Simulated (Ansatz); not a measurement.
Two isomers of C7H10: A = `C1=C[C@H]2CC[C@@H]1C2`, B = `CC1(C)C=CC=C1`.

Calculated with Ansatz (gas phase, PBE0-D4/def2-TZVP geometries, no zero-point term in ΔE). CCSD(T)/CBS is the MP2 limit (def2-TZVPP, def2-QZVPP) plus CCSD(T) − MP2 in def2-TZVPP, frozen cores. Functionals use def2-TZVPP. B3LYP here is the variant with VWN-RPA as its local correlation; programs differ in this.

Problem. Which isomer does CCSD(T)/CBS put lower? Give the gap. (An estimate is asked.)

Solution. Computed: A, by 1.9 kcal/mol.

Problem. Give E(B) − E(A) in kcal/mol with BLYP-D4, B3LYP-D4, LDA (SPW92), B2PLYP, ωB97M-V, HF/def2-TZVPP, MP2/def2-TZVPP. (Estimate.)

Solution. Ansatz gave: BLYP-D4 -5.3, B3LYP-D4 -2.8, LDA (SPW92) 6.7, B2PLYP -1.2, ωB97M-V 2.6, HF/def2-TZVPP -2.2, MP2/def2-TZVPP 3.6. The order is the other way round with BLYP-D4, B3LYP-D4, B2PLYP, HF/def2-TZVPP.

Largest T1 diagnostic: 0.010.

From r2SCAN to r2SCAN0 (25 % exact exchange), in def2-TZVPP and without D4, E(B) − E(A) moves by +2.4 kcal/mol. In def2-TZVPP, CCSD(T) changes the Hartree–Fock value by +4.6 kcal/mol (the triples alone add −0.4 kcal/mol) and MP2 by +5.9 kcal/mol.
